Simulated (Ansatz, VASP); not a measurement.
One calculation of Rb, two programs

```
CELL_PARAMETERS angstrom
0.00000 3.61229 3.61229
3.61229 0.00000 3.61229
3.61229 3.61229 0.00000
ATOMIC_POSITIONS crystal
Rb 0.00000 0.00000 0.00000
```

Alike in both runs: task single point; functional PBE; k mesh 10 × 10 × 10; occupations gaussian, width 0.1 eV; no spin polarisation.

|  | VASP | Ansatz |
| --- | --- | --- |
| version | VASP 6.6.1 | Ansatz 0.2.0 |
| potentials or method | VASP PAW PBE potentials, release 64 (Rb_sv) | scalar-relativistic, plane waves, PAW |
| plane-wave cutoff (eV) | 520 | 420 |
| valence electrons in the cell | 9 | 9 |

|  | VASP | Ansatz | Ansatz less VASP |
| --- | --- | --- | --- |
| gap on the k mesh at the Fermi level (eV) | none | none | - |
| pressure (GPa) | -0.1 | -0.1 | 0.00 |

A gap of «none» marks a metal or a gap that the smearing closes. With one functional, cell and mesh, what is left measures potentials, basis and numerics.
